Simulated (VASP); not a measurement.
# C (Fd-3m) in VASP: a series of runs, part 2 of 2

VASP 6.6.1.

## (4) Dielectric tensor, LDA

INCAR

```
SYSTEM = C
  ALGO = Normal
  EDIFF = 1E-8
  ENCUT = 460
  ISIF = 2
  ISMEAR = 0
  LASPH = .TRUE.
  LCHARG = .FALSE.
  LEPSILON = .TRUE.
  LREAL = .FALSE.
  LWAVE = .FALSE.
  NELM = 100
  PREC = Accurate
  SIGMA = 0.01
```

KPOINTS

```
k-points
0
G
  10 10 10
  0 0 0
```

POSCAR

```
C
1.0
    0.0000000000      1.7833700000      1.7833700000
    1.7833700000      0.0000000000      1.7833700000
    1.7833700000      1.7833700000      0.0000000000
C
2
Direct
    0.7500000000      0.7500000000      0.7500000000
    0.5000000000      0.5000000000      0.5000000000
```

Potentials or basis: VASP PAW LDA potentials, release 64 (C).

Launch:

```console
$ cat potpaw_LDA.64/C/POTCAR > POTCAR
$ mpirun -np 1 vasp_std > vasp.out
```

OUTCAR:

```text
SYSTEM = C
   EDIFF = 1E-8
   ENCUT = 460
   ISIF = 2
   ISMEAR = 0
   LASPH = .TRUE.
   LEPSILON = .TRUE.
   LREAL = .FALSE.
   NELM = 100
   PREC = Accurate

 Found     47 irreducible k-points:

 Following reciprocal coordinates:
            Coordinates               Weight
  0.000000  0.000000  0.000000      1.000000
  0.100000  0.000000  0.000000      8.000000
  0.200000  0.000000  0.000000      8.000000
  0.300000  0.000000  0.000000      8.000000
  0.400000  0.000000  0.000000      8.000000
  0.500000  0.000000  0.000000      4.000000
   k-points           NKPTS =     47   k-points in BZ     NKDIM =     47   number of bands    NBANDS=      8
   number of dos      NEDOS =    301   number of ions     NIONS =      2
   total plane-waves  NPLWV =   5832
   dimension x,y,z NGX =    18 NGY =   18 NGZ =   18
   dimension x,y,z NGXF=    36 NGYF=   36 NGZF=   36
   ions per type =               2
   NGX,Y,Z   is equivalent  to a cutoff of  11.86, 11.86, 11.86 a.u.
   NGXF,Y,Z  is equivalent  to a cutoff of  23.73, 23.73, 23.73 a.u.
 SYSTEM =  C
   PREC   = accura    normal or accurate (medium, high low for compatibility)
   ISTART =      0    job   : 0-new  1-cont  2-samecut
   ICHARG =      2    charge: 1-file 2-atom 10-const
   ISPIN  =      1    spin polarized calculation?
   LNONCOLLINEAR =      F non collinear calculations
[... 178 lines left out ...]
  ---------------------------------------------------
  free energy    TOTEN  =        -0.15977131 eV

  energy without entropy =       -0.15977131

------------------------ aborting loop because EDIFF is reached ----------------------------------------

 PIEZOELECTRIC TENSOR FIELD DIRECTION 3  (e Angst)
 -----------------------------------------------------------------------------
    -0.00002 -0.00000  0.00000           ( -0.00000  0.00000  0.00000)
     0.00000 -0.00002  0.00000           (  0.00000 -0.00000  0.00000)
     0.00000  0.00000 -0.00039           (  0.00000  0.00000 -0.00001)

 PIEZOELECTRIC TENSOR FIELD DIRECTION 3  (C/m^2)
 -----------------------------------------------------------------------------
    -0.00003 -0.00000  0.00000
     0.00000 -0.00003  0.00000
     0.00000  0.00000 -0.00056

 MACROSCOPIC STATIC DIELECTRIC TENSOR (including local field effects in DFT)
 ------------------------------------------------------
           5.812491    -0.000000     0.000000
          -0.000000     5.812491     0.000000
          -0.000000     0.000000     5.812491
 ------------------------------------------------------

 PIEZOELECTRIC TENSOR (including local field effects)  for field in x, y, z        (e  Angst)
          XX          YY          ZZ          XY          YZ          ZX
  --------------------------------------------------------------------------------
  x     0.00000     0.00000    -0.00000     0.00000     0.00000     0.00000
  y     0.00000     0.00000    -0.00000     0.00000     0.00000     0.00000
  z     0.00000     0.00000     0.00000     0.00000     0.00000     0.00000

 PIEZOELECTRIC TENSOR (including local field effects)  for field in x, y, z        (C/m^2)
          XX          YY          ZZ          XY          YZ          ZX
  --------------------------------------------------------------------------------
  x     0.00000     0.00000    -0.00000     0.00000     0.00000     0.00000
  y     0.00000     0.00000    -0.00000     0.00000     0.00000     0.00000
  z     0.00000     0.00000     0.00000     0.00000     0.00000     0.00000

 BORN EFFECTIVE CHARGES (including local field effects) (in |e|, cummulative output)
 ---------------------------------------------------------------------------------
 ion    1
    1     0.00000     0.00000     0.00000
    2     0.00000     0.00000     0.00000
    3     0.00000     0.00000    -0.00000
 ion    2
    1    -0.00000    -0.00000    -0.00000
    2     0.00000    -0.00000     0.00000
    3    -0.00000    -0.00000     0.00000
```

stdout:

```text
POSCAR found type information on POSCAR C
 POSCAR found :  1 types and       2 ions
 scaLAPACK will be used
 LDA part: xc-table for (Slater(with rela. corr.)+CA(PZ))
 , standard interpolation
 POSCAR, INCAR and KPOINTS ok, starting setup
 FFT: planning ... GRIDC
 FFT: planning ... GRID_SOFT
 FFT: planning ... GRID
 WAVECAR not read
 entering main loop
 Linear response reoptimize wavefunctions to high precision
 Linear response G [H, r] |phi>, progress :
  Direction:   1
 Linear response G [H, r] |phi>, progress :
  Direction:   2
 Linear response G [H, r] |phi>, progress :
  Direction:   3
 Linear response to external field (no local field effect), progress :
  Direction:   1
 dielectric tensor                  component  1 :     7.004     2.697     0.772
 Linear response to external field (no local field effect), progress :
  Direction:   2
 dielectric tensor                  component  2 :     2.697     6.936    -0.988
 Linear response to external field (no local field effect), progress :
  Direction:   3
 dielectric tensor                  component  3 :     0.772    -0.988     4.037
 Linear response to external field, progress :
  Direction:   1
 dielectric tensor                  component  1 :     5.812     1.683     0.501
 Linear response to external field, progress :
  Direction:   2
 dielectric tensor                  component  2 :     1.407     5.812    -0.162
 Linear response to external field, progress :
  Direction:   3
 dielectric tensor                  component  3 :     0.172     1.005     5.812
 Born effective charges drift removed
```

Wall time 28 s (1 thread of Intel Xeon Platinum 8559C (Emerald Rapids), shared host); peak memory 0.12 GiB.

The run converged, but some of its settings lie outside the range that counts as converged, so its numbers aren't taken as properties of the crystal.

Results:

```
Band gap on the k mesh                  : 4.13 eV, indirect (least direct gap 5.55 eV)
Electronic dielectric tensor (diagonal) : 5.81
Born charges (mean of the diagonal)     : C +0.00 e
```
